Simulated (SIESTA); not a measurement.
# N under changes of volume

One of the cells (24.580 Å³/atom); the others are scaled copies at fixed shape and fractional positions:

```
N
1.0
     5.81510    0.00000    0.00000
     0.00000    5.81510    0.00000
     0.00000    0.00000    5.81510
N
8
Direct
  0.04586 0.45414 0.54586
  0.45414 0.54586 0.04586
  0.54586 0.04586 0.45414
  0.95414 0.95414 0.95414
  0.93610 0.56390 0.43610
  0.56390 0.43610 0.93610
  0.43610 0.93610 0.56390
  0.06390 0.06390 0.06390
```

```yaml
Program: SIESTA 5.4.2
Functional: PBEsol
Potentials_or_basis: PseudoDojo 0.4 standard (PBEsol files)
Basis: DZP (energy shift 0.003 Ry)
Grid_cutoff: 800 Ry
Energy_shift: 0.003 Ry
k_mesh: 4 × 4 × 4
Occupations: fermi-dirac, width 0.05 eV
Spin: no spin polarisation
```

| volume (Å³/atom) | energy over the lowest point (meV/atom) | pressure (GPa) | gap on the mesh (eV) | largest force (eV/Å) |
| --- | --- | --- | --- | --- |
| 23.105 | 78.27 | 9.2 | 7.73 | 8.085 |
| 23.597 | 52.90 | 7.4 | 7.67 | 6.700 |
| 24.088 | 33.01 | 5.6 | 7.61 | 5.388 |
| 24.580 | ? | ? | ? | ? |
| 25.072 | 8.01 | 2.6 | 7.48 | 2.995 |
| 25.563 | 2.04 | 1.3 | 7.42 | 1.897 |
| 26.055 | 0.00 | 0.1 | 7.36 | 0.865 |

Question: What does the run at 24.580 Å³/atom give?

Answer: Energy over the lowest point 18.19 meV/atom; pressure 4.0 GPa; gap on the mesh 7.54 eV; largest force 4.148 eV/Å.

Worked out: A Birch-Murnaghan fit of order 3 (a polynomial in V^(-2/3)) to the other rows has its minimum at 26.08 Å³/atom, just outside them, with B0 = V·E''(V) = 62 GPa and B' = 3.5 at fixed shape and positions, which overstates the stiffness. It gives 18.20 meV/atom at 24.580 Å³/atom, against the run's 18.19, and -dE/dV = 4.1 GPa, against 4.0. A straight line through the other rows of the gap, of slope -3.1 eV per unit of ln V, gives 7.54 eV, against the run's 7.54.

Energies are extrapolated to zero smearing.

Caveats: the basis of atomic orbitals isn't converged, which shifts pressures, moduli and gaps; forces of over 1 eV/Å show positions far from the minimum, so gaps and moduli don't describe the material at rest (some runs).

A mesh can miss the band edges.
